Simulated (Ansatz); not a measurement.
# ZnSe: LAPW beside PAW, part 2 of 2

Aim: solve ZnSe at one geometry with all-electron LAPW, frozen-core PAW and all-electron PAW on datasets made for the crystal, and see where they agree. The cell is first relaxed from a guess with PAW; it needn't be the stable phase of this composition.

Ansatz 0.2.0; DFT PBE; a cell built from a prototype (rocksalt type), not taken from measurement. «Crystal datasets» are all-electron PAW datasets made for this crystal.

## Step 3: All-electron LAPW

Contents of input.yaml:

```yaml
crystal:
  lattice:
    - [0.0, 2.6836173955, 2.6836173955]
    - [2.6836173955, 0.0, 2.6836173955]
    - [2.6836173955, 2.6836173955, 0.0]
  atoms:
    - { symbol: Zn, position: [0.0, 0.0, 0.0] }
    - { symbol: Se, position: [0.5, 0.5, 0.5] }
kpoints:
  mp_grid: { grid: [13, 13, 13] }
  band_path:
    path:
      - [0.0, 0.0, 0.0]
      - [0.5, 0.0, 0.5]
      - [0.625, 0.25, 0.625]
      - [0.375, 0.375, 0.75]
      - [0.0, 0.0, 0.0]
      - [0.5, 0.5, 0.5]
      - [0.5, 0.25, 0.75]
      - [0.5, 0.0, 0.5]
    npoints: 8
scf:
  occupations: { method: fermi_dirac, width: 0.08 }
hamiltonian:
  xc: pbe
  pseudopotentials: { kind: all_electron, lapw: { basis_error: 0.0005 } }
output:
  forces: true
  stress: true
  eigenvalues: true
  populations: true
  dos: { projected: true, de: 0.2, e_range: [-14, 8] }
```

Started as:

```
$ ansatz run input.yaml --threads 1 --pin off --max-ram 2048MiB --backend cpu --events-out ev --progress --plain --runs-dir out
```

What it wrote:

```text
Zn: projections on atomic orbitals take those of the free atom 1s2 2s2 2p6 3s2 3p6 3d10 4s2, of charge +0.00 (hamiltonian.pseudopotentials.projection_atoms)
Se: projections on atomic orbitals take those of the free atom 1s2 2s2 2p6 3s2 3p6 3d10 4s2 4p4, of charge +0.00 (hamiltonian.pseudopotentials.projection_atoms)
LAPW: plane waves up to 8.381 Å⁻¹, error target 5.0e-4 eV per atom; small_component_spin mean_spin; Zn in spheres of 1.370 Å, 20 of its electrons in bands, Dirac shells []; Se in spheres of 1.314 Å, 24 of its electrons in bands, Dirac shells []
Engine: ansatz 0.2.0
Pseudopotentials: kind: all_electron
Pseudopotential: Zn, LAPW, valence charge 20, Koelling and Harmon's equation, gaussian nucleus
Pseudopotential: Se, LAPW, valence charge 24, Koelling and Harmon's equation, gaussian nucleus
Functional definition: PBE
  parameter kappa = 0.804
  parameter beta = 0.06672455060314922
  exchange = pbe_x(kappa = kappa, mu = beta*pi^2/3)
  correlation = pbe_c(beta = beta)
Crystal: 2 atoms, lattice volume = 38.654 Å³
Basis set: ecut = 267.6151849947095 eV, 387 PW (Γ), exchange–correlation at level 2
Bands: 27, of which v1, the nominal top of the filled ones, is band 22 counted from 1 (21 counted from 0)
Symmetry: 48 space group operations
Space group: Fm-3m (ITA 225), of the structure as read, at distance tolerance 3.4e-5 Å
k-points: 84 of 2197
Non-local potential: Zn, projectors of the file, none
Non-local potential: Se, projectors of the file, none
Initial density: superposition of atomic densities (chi_scale 0.1, normalization cell, long waves kept (reshape's long-wave potential 0.00 eV rms))
Initial wavefunctions: plane waves of lowest kinetic energy (no species holds an atomic orbital)
Functional: x = pbe(κ = 0.804, μ = 0.2195149727645171), c = pbe(β = 0.06672455060314922)
iter 1 solved again at ethr=1.66e-3 eV; its pass at ethr=1.00e-1 eV (dr2=7.29e-1 eV) is discarded
SCF iter   1: F=—  HF=-114999.844747 eV  |F-HF|=—  |Δ(HF+E_count)|=         —  Δρ=3.21e-2  dr2=7.30e-1  ethr=1.66e-3  ⟨swp⟩=2.0  Hψ=14413  notcnv=0
preconditioner: auto → none  [insulator: Δε(μ)=0.260 eV  Ē_g=12.208 eV  σ=0.080 eV  W_gap=0.60  n_scr=14 (ndim 8)  ℏωp=25.3 eV  f_vac=0.031  D(μ)=0.22/eV (n_scr^D=0)  ε∞_Penn≈5.3]
iter 2 solved again at ethr=2.30e-5 eV; its pass at ethr=1.66e-3 eV (dr2=1.01e-2 eV) is discarded
SCF iter   2: F=—  HF=-114999.583007 eV  |F-HF|=—  |Δ(HF+E_count)|=   2.62e-1  Δρ=5.98e-3  dr2=1.02e-2  ethr=2.30e-5  ⟨swp⟩=2.0  Hψ=11613  notcnv=0
SCF iter   3: F=—  HF=-114999.510057 eV  |F-HF|=—  |Δ(HF+E_count)|=   7.29e-2  Δρ=4.70e-3  dr2=9.43e-3  ethr=2.30e-5  ⟨swp⟩=3.0  Hψ=7398  notcnv=0
SCF iter   4: F=—  HF=-114999.504130 eV  |F-HF|=—  |Δ(HF+E_count)|=         —  Δρ=2.22e-3  dr2=1.75e-3  ethr=2.14e-5  ⟨swp⟩=2.0  Hψ=6563  notcnv=0
the basis was enlarged: its passes take 41.0 KiB over the memory plan, 1 of 1 planned eigensolver slots
SCF iter   5: F=—  HF=-114999.504544 eV  |F-HF|=—  |Δ(HF+E_count)|=   4.14e-4  Δρ=5.52e-4  dr2=7.18e-5  ethr=3.98e-6  ⟨swp⟩=2.0  Hψ=6564  notcnv=0
SCF iter   6: F=—  HF=-114999.504590 eV  |F-HF|=—  |Δ(HF+E_count)|=   4.57e-5  Δρ=1.26e-4  dr2=4.94e-6  ethr=1.63e-7  ⟨swp⟩=2.7  Hψ=6688  notcnv=0
SCF iter   7: F=-114999.504595 eV  HF=-114999.504595 eV  |F-HF|=2.37e-8  |Δ(HF+E_count)|=   4.70e-6  Δρ=1.13e-5  dr2=4.93e-8  ethr=1.12e-8  ⟨swp⟩=2.8  Hψ=6704  notcnv=0
SCF 1 converged in 7 iterations: F = -114999.504595 eV  dr2 = 4.93e-8
NSCF: frozen V_eff on 57 k-points
SCF converged after 7 iterations
Free energy (F): -114999.504595 eV
Harris-Foulkes:  -114999.504595 eV  (|F-HF|=2.37e-8)
Internal energy: -114999.492523 eV  (E = F + TS)
E sigma→0 (E₀):  -114999.498559 eV
Entropy (-TS):   -0.012072 eV (-6.036 meV/atom)
Fermi energy:    10.675916 eV
--- Per-component energies (eV) ---
  E_band       = -2133.017442
  E_kinetic    = 117465.461462
  E_xc         = -4346.417421
  E_electrostatic = -228118.536564  (all electrons and nuclei)
  E_smearing   = -0.012072  (= −TS)
  E_closure    = 0.000000  (closes the sum)
  E_atoms      = -114994.086913  (free atoms, spherical and without spin; not in F)
  Σ components = -114999.504595   (vs F -114999.504595, Δ=0.00e0)
  Basis errors (estimates in eV, not in F): energy 1.9e-4 per atom: plane waves 1.7e-4 (9.1e-5 summed), levels above the bands 7.0e-53, relativity 4.3e-8, radial functions 2.1e-5, core shells 1.3e-13; eigenvalues (radial functions only) 1.4e-6; not estimated: angular momenta, meshes, grids; target (lapw.basis_error) 5.0e-4; muffin-tin radii Zn 1.370 Å, Se 1.314 Å
--- Forces (eV/Å), atoms counted from 1 ---
  atom   1  Zn    -0.00000000     0.00000000     0.00000000
  atom   2  Se     0.00000000    -0.00000000    -0.00000000
  max |Σ_I F_I| component: 8.38e-30 eV/Å
--- Stress (GPa, compression-positive) ---
        0.062067       0.000000      -0.000000
        0.000000       0.062067      -0.000000
       -0.000000      -0.000000       0.062067
  P = ⅓ Tr σ = 0.0621 GPa (0.621 kbar)
--- Band table (eV; the first three rows and the last of 84) ---
  k-point 0: bands = ["-196.6977", "-136.1645", "-136.1645", "-136.1645", "-114.8713", "-69.0434", "-69.0434", "-69.0434", "-36.3804", "-36.3804", "-36.3775", "-36.3775", "-36.3775", "-3.1128", "4.0998", "4.0998", "4.1181", "4.1181", "4.1181", "10.2119", "10.2119", "10.2119", "11.3836", "19.2804", "19.2804", "19.2804", "20.5052"]
  k-point 1: bands = ["-196.6977", "-136.1645", "-136.1645", "-136.1645", "-114.8713", "-69.0435", "-69.0434", "-69.0434", "-36.3804", "-36.3804", "-36.3775", "-36.3775", "-36.3775", "-3.0537", "4.0872", "4.0872", "4.1128", "4.1230", "4.1230", "9.3680", "10.2253", "10.2253", "12.1651", "18.7232", "19.1998", "19.1998", "20.0272"]
  k-point 2: bands = ["-196.6977", "-136.1645", "-136.1645", "-136.1645", "-114.8713", "-69.0435", "-69.0434", "-69.0434", "-36.3804", "-36.3804", "-36.3774", "-36.3774", "-36.3774", "-2.8819", "4.0495", "4.0495", "4.0937", "4.1398", "4.1398", "8.1498", "10.2658", "10.2658", "13.1604", "17.9390", "18.3912", "18.3912", "20.1959"]
  k-point 83: bands = ["-196.6977", "-136.1645", "-136.1645", "-136.1645", "-114.8713", "-69.0436", "-69.0436", "-69.0435", "-36.3805", "-36.3802", "-36.3772", "-36.3771", "-36.3767", "-1.4834", "3.9481", "4.0667", "4.0832", "4.2621", "4.4415", "6.4252", "7.0270", "7.3571", "13.5916", "16.5707", "18.4088", "19.2556", "23.0998"]
--- Löwdin populations: 2 sites ---
  site symbol       q [e]
     0     Zn     28.8239
     1     Se     34.9763
  spilling = 0.003121 (of n_electrons = 64.000000)
```

It took 32 s on 1 thread, shared host.

In short: pressure 0.06 GPa; no gap.

Levels at the path's labelled points, in eV from the Fermi level:

| point | band 19 | band 20 | band 21 | band 22 | band 23 | band 24 | band 25 |
| --- | --- | --- | --- | --- | --- | --- | --- |
| Γ | -6.56 | -0.46 | -0.46 | -0.46 | 0.71 | 8.60 | 8.60 |
| X | -6.12 | -4.97 | -2.41 | -2.41 | -1.00 | 5.00 | 11.19 |
| U | -6.28 | -4.33 | -4.32 | -1.69 | 1.16 | 6.63 | 8.36 |
| K | -6.28 | -4.33 | -4.32 | -1.69 | 1.16 | 6.63 | 8.36 |
| Γ | -6.56 | -0.46 | -0.46 | -0.46 | 0.71 | 8.60 | 8.60 |
| L | -6.45 | -5.60 | -0.12 | -0.12 | 3.31 | 5.00 | 5.00 |
| W | -6.21 | -3.82 | -3.82 | -3.73 | 3.00 | 5.89 | 8.10 |
| X | -6.12 | -4.97 | -2.41 | -2.41 | -1.00 | 5.00 | 11.19 |

States per cell, counted by energy window (eV from the Fermi level, on a grid of 0.20 eV):

| from | to | total | Zn 3d | Se 4p | Zn 4s |
| --- | --- | --- | --- | --- | --- |
| -10 | -9 | 0.00 | 0.00 | 0.00 | 0.00 |
| -9 | -8 | 0.00 | 0.00 | 0.00 | 0.00 |
| -8 | -7 | 0.00 | 0.00 | 0.00 | 0.00 |
| -7 | -6 | 10.00 | 9.52 | 0.37 | 0.06 |
| -6 | -5 | 0.35 | 0.09 | 0.16 | 0.09 |
| -5 | -4 | 1.30 | 0.15 | 0.79 | 0.28 |
| -4 | -3 | 0.69 | 0.04 | 0.50 | 0.10 |
| -3 | -2 | 1.10 | 0.04 | 0.93 | 0.07 |
| -2 | -1 | 1.26 | 0.05 | 1.12 | 0.03 |
| -1 | 0 | 1.29 | 0.05 | 1.16 | 0.03 |
| 0 | 1 | 0.17 | 0.00 | 0.07 | 0.09 |
| 1 | 2 | 0.30 | 0.00 | 0.09 | 0.16 |
| 2 | 3 | 0.62 | 0.00 | 0.19 | 0.28 |
| 3 | 4 | 0.85 | 0.00 | 0.20 | 0.31 |
| 4 | 5 | 0.33 | 0.00 | 0.03 | 0.05 |

## Step 4: Frozen-core PAW

input.yaml: that of step 3 with these lines changed.

```diff
@@ -25,3 +25,3 @@
   xc: pbe
-  pseudopotentials: { kind: all_electron, lapw: { basis_error: 0.0005 } }
+  pseudopotentials: { kind: paw }
 output:
@@ -30,3 +30,9 @@
   eigenvalues: true
+  efg: { contact_densities: true }
   populations: true
+  bader: true
   dos: { projected: true, de: 0.2, e_range: [-14, 8] }
+  write_density: true
+  write_potential: true
+  elf: true
+  volumetric_format: npy
```

Started as:

```
$ ansatz run input.yaml --threads 1 --pin off --max-ram 2048MiB --backend cpu --events-out ev --progress --plain --runs-dir out
```

What it wrote (excerpt; [...] marks lines left out):

```text
[...]
[... 4 set-up lines as earlier in the session ...]
[...]
Crystal: 2 atoms, lattice volume = 38.654 Å³
Basis set: ecut = 420 eV, 749 PW (Γ), exchange–correlation on 54×54×54 points (8 copies of the dense FFT grid, shifted against one another)
Bands: 18, of which v1, the nominal top of the filled ones, is band 14 counted from 1 (13 counted from 0)
[... 2 set-up lines as earlier in the session ...]
k-points: 84 of 2197
[...]
SCF iter   1: F=—  HF=-8788.925952 eV  |F-HF|=—  |Δ(HF+E_count)|=         —  Δρ=9.08e-4  dr2=2.46e-4  ethr=1.77e-3  ⟨swp⟩=5.4  Hψ=7324  notcnv=0
[...]
--- PAW observables at the nuclei: V_zz in 10²¹ V/m², potentials from the cell's mean, atoms counted from 1 ---
  atom   1  Zn V_zz =    -0.000000   η = 0.0000   by run symmetry: forbidden
            electrostatic potential = -3944.176919 V   contact ρ = 166602.998285 e/Å³
  atom   2  Se V_zz =    +0.000000   η = 0.0000   by run symmetry: forbidden
            electrostatic potential = -4711.993414 V   contact ρ = 262883.683651 e/Å³
--- Band table (eV; the first three rows and the last of 84) ---
  k-point 0: bands = ["-37.8685", "-37.8685", "-37.8654", "-37.8654", "-37.8654", "-4.6070", "2.6121", "2.6121", "2.6309", "2.6309", "2.6309", "8.7169", "8.7169", "8.7169", "9.8889", "17.7896", "17.7896", "17.7896"]
[...]
--- Löwdin populations: 2 sites ---
  site symbol       q [e]
     0     Zn     10.8138
     1     Se     16.9967
  spilling = 0.006771 (of n_electrons = 28.000000)
--- Bader charges: 2 sites ---
  site symbol  charge [e]  shift [e]
     0     Zn      0.7772     0.0033
     1     Se     -0.7772     0.0033
  estimated error of the sums over rays = 3.9e-4 e
```

Wall time 22 s (1 thread, shared host).

Read from it: pressure 0.05 GPa; no gap.

| atom | Bader charge (e) | basin volume (Å³) |
| --- | --- | --- |
| Zn1 | +0.78 | 13.24 |
| Se2 | -0.78 | 25.41 |

The fields are shown in the conventional cell of this run's space group, carried over from its grid by interpolation.

Density in a lattice plane of the grid's cell (edges 5.37 and 5.37 Å, at 0.000 of the third edge), which holds Zn and Se.

Ten even steps from ' ' (0.09 e/Å³) to '@' (46.06 e/Å³):
```
==::                ..--++--..                --
                        ..                      
                                                
                                                
                                                
                                                
                                                
..                                              
++--..                ::==--                ..--
@@**..              ..++@@++..              ..**
++--..                --==::                ..--
..                                              
                                                
                                                
                                                
                                                
                                                
                        ..                      
==--                ..--++--..                ::
@@++..              ..**@@**..              ..++
```
Columns run along the first of these edges and rows up along the second, over one cell in 24 and 20 even steps from the bottom left corner. Atoms in the plane (fractional): Zn at (0.00, 0.00), Zn at (0.50, 0.50), Se at (0.00, 0.50), Se at (0.50, 0.00).

ELF in the same plane.

Ten even steps from '0' (0.00) to '9' (0.79):
```
000122589974347998522100
001222579998789997522210
222112368999999986321122
222211135789998753111222
655431113455655431113455
998753111222222211135789
999986321122222112368999
789997522210001222579998
347998522100000122589974
126999622100000122699962
347998522100000122589974
789997522210001222579998
999986321122222112368999
998753111222222211135789
655431113455655431113455
222211135789998753111222
222112368999999986321122
001222579998789997522210
000122589974347998522100
000122699962126999622100
```
Columns run along the first of these edges and rows up along the second, over one cell in 24 and 20 even steps from the bottom left corner. Atoms in the plane (fractional): Zn at (0.00, 0.00), Zn at (0.50, 0.50), Se at (0.00, 0.50), Se at (0.50, 0.00).

Both are smooth fields of the valence electrons: close to the nuclei they are not physical.

The highest ELF values outside the cores: 0.80 in the shell around Se, 0.8 Å from Se.

## Step 5: All-electron PAW on datasets made for the crystal

input.yaml: that of step 4 with these lines changed.

```diff
@@ -25,3 +25,3 @@
   xc: pbe
-  pseudopotentials: { kind: paw }
+  pseudopotentials: { kind: all_electron, datasets: crystal }
 output:
@@ -31,8 +31 @@
   efg: { contact_densities: true }
-  populations: true
-  bader: true
-  dos: { projected: true, de: 0.2, e_range: [-14, 8] }
-  write_density: true
-  write_potential: true
-  elf: true
-  volumetric_format: npy
```

Started as:

```
$ ansatz run input.yaml --threads 1 --pin off --max-ram 2048MiB --backend cpu --events-out ev --progress --plain --runs-dir out
```

What it wrote (excerpt; [...] marks lines left out):

```text
[...]
[... 1 set-up line as earlier in the session ...]
Pseudopotential: Zn, paw, valence charge 12, recommended cutoff 240 eV (normal), Koelling and Harmon's equation, gaussian nucleus
Pseudopotential: Se, paw, valence charge 16, recommended cutoff 240 eV (normal), Koelling and Harmon's equation, gaussian nucleus
[... 1 set-up line as earlier in the session ...]
[...]
Crystal: 2 atoms, lattice volume = 38.654 Å³
Basis set: ecut = 240 eV, 331 PW (Γ), exchange–correlation on 40×40×40 points (8 copies of the dense FFT grid, shifted against one another)
Bands: 13, of which v1, the nominal top of the filled ones, is band 9 counted from 1 (8 counted from 0)
[... 2 set-up lines as earlier in the session ...]
k-points: 84 of 2197
[...]
  atom   1  Zn    -0.00000000     0.00000000    -0.00000000
  atom   2  Se     0.00000000    -0.00000000    -0.00000000
[...]
--- Stress (GPa, compression-positive) ---
        0.059392      -0.000000       0.000000
        0.000000       0.059392       0.000000
        0.000000       0.000000       0.059392
  P = ⅓ Tr σ = 0.0594 GPa (0.594 kbar)
  It holds what live shells' own plane waves past their cutoff add
--- PAW observables at the nuclei: V_zz in 10²¹ V/m², potentials from the cell's mean, atoms counted from 1 ---
  atom   1  Zn V_zz =    -0.000000   η = 0.0000   by run symmetry: forbidden
            electrostatic potential = -3944.082673 V   contact ρ = 166674.348427 e/Å³
  atom   2  Se V_zz =    -0.000000   η = 0.0000   by run symmetry: forbidden
            electrostatic potential = -4711.957738 V   contact ρ = 262954.123920 e/Å³
--- Band table (eV; the first three rows and the last of 84) ---
  k-point 0: bands = ["-3.1128", "4.1002", "4.1002", "4.1185", "4.1185", "4.1185", "10.2119", "10.2119", "10.2119", "11.3839", "19.2804"]
[...]
```

It took 14 s on 1 thread, shared host.

This run gives: pressure 0.06 GPa; no gap.

| atom | contact density (e/Å³) |
| --- | --- |
| Zn1 | 166674.3 |
| Se2 | 262954.1 |

## Step 6: Side by side

```
          method  pressure (GPa)  SCF cycles, all passes
            LAPW            0.06                       7
             PAW            0.05                       7
crystal datasets            0.06                       9
```

## Step 7: Outcome

What follows sums up all 2 parts.

| quantity | value |
| --- | --- |
| pressure | LAPW 0.06, PAW 0.05, crystal datasets 0.06 GPa |
| gap (LAPW) | none |
| Bader charges (PAW) | Zn1 +0.78, Se2 -0.78 e |
| highest ELF (PAW) | 0.80, 0.83 Å from Se |

In words: The pressure is within half a GPa of zero, so the volume is close to equilibrium at this level. Bands cross the Fermi level: the crystal is a metal at this level. Se 4p carries the largest share, 83 %, of the projected states within 0.3 eV of the Fermi level. The projection holds only the free atom's occupied shells (Zn 4s, Zn 3d, Se 4s, Se 4p in this range). PAW lies -0.01 GPa from LAPW in pressure.
